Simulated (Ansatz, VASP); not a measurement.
One calculation of MgO, two programs

```xyz
2
Lattice="2.7177 0.0000 0.0000 -1.3588 2.3536 0.0000 0.0000 0.0000 2.6797" Properties=species:S:1:pos:R:3 pbc="T T T"
Mg    0.0000    0.0000    0.0000
O     0.0000    1.5690    1.3398
```

Change from the starting cell: strain -0.0750 x Voigt [1, 1, 0, 0, 0, 0], atoms carried along.

Alike in both runs: task single point; functional PBEsol; k mesh 9 × 9 × 8; occupations gaussian, width 0.05 eV; no spin polarisation.

|  | VASP | Ansatz |
| --- | --- | --- |
| version | VASP 6.6.1 | Ansatz 0.2.0 |
| potentials or method | VASP PAW PBE potentials, release 64 (Mg, O) | scalar-relativistic, plane waves, PAW |
| plane-wave cutoff (eV) | 520 | 420 |
| valence electrons in the cell | 8 | 16 |

VASP gave:

```
gap on the k mesh at the Fermi level (eV)       : 3.60
least direct gap on the mesh (eV)               : 4.03
pressure (GPa)                                  : 22.1
largest component of the traceless stress (GPa) : 30.08
```

Q: What did Ansatz give for the same quantities?

A: gap on the k mesh at the Fermi level (eV): 3.60; least direct gap on the mesh (eV): 4.03; pressure (GPa): 22.3; largest component of the traceless stress (GPa): 29.84.

The two sets of potentials don't hold the same shells in valence.

Caveats: so large a pressure means that the cell lies far from this level's equilibrium, or that cutoff or potentials fall short (VASP); the potentials were made for another functional, which shifts forces and pressure (VASP); an odd mesh through Γ misses points on the zone boundary, where band edges often lie.
